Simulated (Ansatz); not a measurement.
Runs of Ansatz 0.2.0 on Co. It takes space group P6_3/mmc (No. 194, hexagonal). Conventional cell: a = 2.471 Å, b = 2.471 Å, c = 8.088 Å, α = 90.00°, β = 90.00°, γ = 120.00°. Around Co (site symmetry -6m2) lie 12 Co at 2.47 Å. Around Co (site symmetry -3m) lie 12 Co at 2.47 Å. 

```csv
task,level,cell,k mesh,gap on the mesh (eV),pressure (GPa),moment (μB),relaxed volume (Å³/atom)
phonons,PBEsol,as given,9 × 9 × 3,none,-,(b),-
phonons,PBE,as given,9 × 9 × 3,none,-,(a),-
relaxation of cell and atoms,PBEsol+D4,relaxed,12 × 12 × 4,none,0.0,6.38,10.26
relaxation of cell and atoms,PBEsol+D3(BJ)-ATM,relaxed,12 × 12 × 4,none,0.0,6.35,10.20
relaxation of cell and atoms,PBEsol+D3(BJ),relaxed,12 × 12 × 4,none,0.0,6.31,10.14
```

Alike in all rows: potentials or basis Ansatz PAW; spin collinear, ferromagnetic start; cutoff (eV) 420; smearing fermi-dirac 0.05 eV.

**Question.** Fill in the values left out.

**Answer.** (a) 6.26; (b) 6.24.

Caveats: the PAW data sets come from PBE, with cores solved anew for the run's functional, which leaves a small shift of forces and pressure (some runs); the plane-wave basis is chosen anew once the cell has moved, so the energies of steps on either side of that aren't comparable (some runs); pairwise dispersion overbinds metals, which lowers pressure and volume (some runs).

A gap of «none» marks a metal or a gap under the smearing width.
